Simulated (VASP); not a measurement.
## VASP 6.6.1 run: BaS

INCAR

```
NBANDS = 15
SIGMA = 0.01
LASPH = .TRUE.
MAXMIX = 40
PREC = Accurate
IBRION = -1
NSW = 0
LCHARG = .FALSE.
ENCUT = 520
LWAVE = .FALSE.
NELM = 90
ISIF = 2
NELECT = 15
EDIFF = 1E-7
LREAL = .FALSE.
ISMEAR = 0
GGA = CA
```

KPOINTS

```
KPOINTS created by Atomic Simulation Environment
0
Gamma
8 8 8
0 0 0
```

POSCAR

```
Ba S
 1.0000000000000000
     0.0000000000000000    3.2117958737464081    3.2117958737464081
     3.2117958737464081    0.0000000000000000    3.2117958737464081
     3.2117958737464081    3.2117958737464081   -0.0000000000000000
 Ba  S
   1   1
Cartesian
 -0.0000000000000000 -0.0000000000000000 -0.0000000000000000
  3.2117958737464081  3.2117958737464081  3.2117958737464081
```

The recommended LDA PAW datasets give the neutral cell 16 valence electrons.

Command

```
mpirun -np 1 vasp_std
```

OSZICAR

```
N       E                     dE             d eps       ncg     rms          rms(c)
DAV:   1     0.677082818379E+02    0.67708E+02   -0.59412E+03   870   0.822E+02
DAV:   2    -0.748692270308E+01   -0.75195E+02   -0.69499E+02  1216   0.159E+02
DAV:   3    -0.113823571795E+02   -0.38954E+01   -0.38494E+01  1187   0.357E+01
DAV:   4    -0.114595732639E+02   -0.77216E-01   -0.77188E-01  1150   0.510E+00
DAV:   5    -0.114618987123E+02   -0.23254E-02   -0.23254E-02  1280   0.675E-01    0.395E+00
DAV:   6    -0.117529190829E+02   -0.29102E+00   -0.56057E-02   996   0.137E+00    0.211E+00
DAV:   7    -0.117502662956E+02    0.26528E-02   -0.37797E-02  1094   0.136E+00    0.443E-01
DAV:   8    -0.117502695527E+02   -0.32570E-05   -0.36427E-03  1003   0.375E-01    0.178E-01
DAV:   9    -0.117496601480E+02    0.60940E-03   -0.15823E-03  1052   0.218E-01    0.637E-02
DAV:  10    -0.117497850151E+02   -0.12487E-03   -0.40834E-04  1073   0.106E-01    0.104E-01
DAV:  11    -0.117497944082E+02   -0.93932E-05   -0.25755E-05   996   0.310E-02    0.309E-02
DAV:  12    -0.117497760733E+02    0.18335E-04   -0.40217E-05   989   0.326E-02    0.404E-03
DAV:  13    -0.117497763405E+02   -0.26722E-06   -0.37586E-06  1102   0.106E-02    0.668E-03
DAV:  14    -0.117497763521E+02   -0.11663E-07   -0.10697E-07   818   0.203E-03
   1 F= -.11749776E+02 E0= -.11749547E+02  d E =-.457715E-03
```

From OUTCAR

```
k-points           NKPTS =     29   k-points in BZ     NKDIM =     29   number of bands    NBANDS=     15

   NELECT =      15.0000    total number of electrons

   dimension x,y,z NGX =    36 NGY =   36 NGZ =   36
   dimension x,y,z NGXF=    72 NGYF=   72 NGZF=   72

  energy-cutoff  :      520.00
  volume of cell :       66.26
      direct lattice vectors                 reciprocal lattice vectors
     0.000000000  3.211795874  3.211795874    -0.155676145  0.155676145  0.155676145
     3.211795874  0.000000000  3.211795874     0.155676145 -0.155676145  0.155676145
     3.211795874  3.211795874  0.000000000     0.155676145  0.155676145 -0.155676145

 k-points in reciprocal lattice and weights: KPOINTS created by Atomic Simulation Env
   0.00000000  0.00000000  0.00000000       0.002
   0.12500000  0.00000000  0.00000000       0.016
   0.25000000  0.00000000  0.00000000       0.016
   0.37500000  0.00000000  0.00000000       0.016
   0.50000000  0.00000000  0.00000000       0.008
   0.12500000  0.12500000  0.00000000       0.012
   0.25000000  0.12500000  0.00000000       0.047
   0.37500000  0.12500000  0.00000000       0.047
   ...

 E-fermi :   0.2088

 k-point     1 :       0.0000    0.0000    0.0000
  band No.  band energies     occupation
      1     -24.4305      2.00000
      2      -9.9334      2.00000
      3      -9.5324      2.00000
      4      -9.5324      2.00000
      5      -9.5324      2.00000
      6       0.5055      0.00000
      7       0.5055      0.00000
      8       0.5055      0.00000
      9       4.7884      0.00000
     10       5.2942      0.00000
     11       5.2942      0.00000
     12       5.2942      0.00000
     13       6.0882      0.00000
     14       6.0882      0.00000
     15      10.3076      0.00000

 k-point     2 :       0.1250    0.0000    0.0000
  band No.  band energies     occupation
      1     -24.4241      2.00000
      2     -10.2820      2.00000
      3      -9.5373      2.00000
      4      -9.5373      2.00000
      5      -9.1789      2.00000
      6       0.1954      1.94260
      7       0.3412      0.00000
      8       0.3412      0.00000
      9       5.2253      0.00000
     10       5.3757      0.00000
     11       5.5190      0.00000
     12       5.5190      0.00000
     13       6.4940      0.00000
     14       6.4940      0.00000
     15      10.9123      0.00000

 k-point     3 :       0.2500    0.0000    0.0000
  band No.  band energies     occupation
      1     -24.4086      2.00000
      2     -10.6968      2.00000
      3      -9.5489      2.00000
      4      -9.5489      2.00000
      5      -8.7514      2.00000
      6      -0.4057      2.00000
      7      -0.0007      2.00000
      8      -0.0007      2.00000
      9       5.5007      0.00000
     10       6.1573      0.00000
     11       6.1573      0.00000
     12       6.4092      0.00000
     13       7.5427      0.00000
     14       7.5427      0.00000
     15      12.0549      0.00000

 ...

  Total       -6.2999842     -6.2999842     -6.2999842     -0.0000000      0.0000000     -0.0000000
  in kB     -152.3267732   -152.3267732   -152.3267732     -0.0000000      0.0000000     -0.0000000
  external PRESSURE =    -152.3267732 kB  Pullay stress =       0.0000000 kB

 POSITION                                       TOTAL-FORCE (eV/Angst)
 -----------------------------------------------------------------------------------
      0.00000      0.00000      0.00000        -0.000000     -0.000000      0.000000
      3.21180      3.21180      3.21180         0.000000      0.000000     -0.000000
 -----------------------------------------------------------------------------------
    total drift:                                0.000000      0.000000      0.000000

  FREE ENERGIE OF THE ION-ELECTRON SYSTEM (eV)
  ---------------------------------------------------
  free  energy   TOTEN  =       -11.7497763521 eV

  energy  without entropy=      -11.7493186368  energy(sigma->0) =      -11.74954749
```

It converged. Results: pressure -15.2 GPa.

The cell is charged and sits in a uniform background.

For comparison, a separate LDA run of the intended cell, on usual settings and not on those above, gives a gap of 1.93 eV on its mesh and a pressure of -2.5 GPa.

The run above took about 11 s on one core of a shared host (Intel Xeon 6975P-C) and held 0.18 GiB at most.
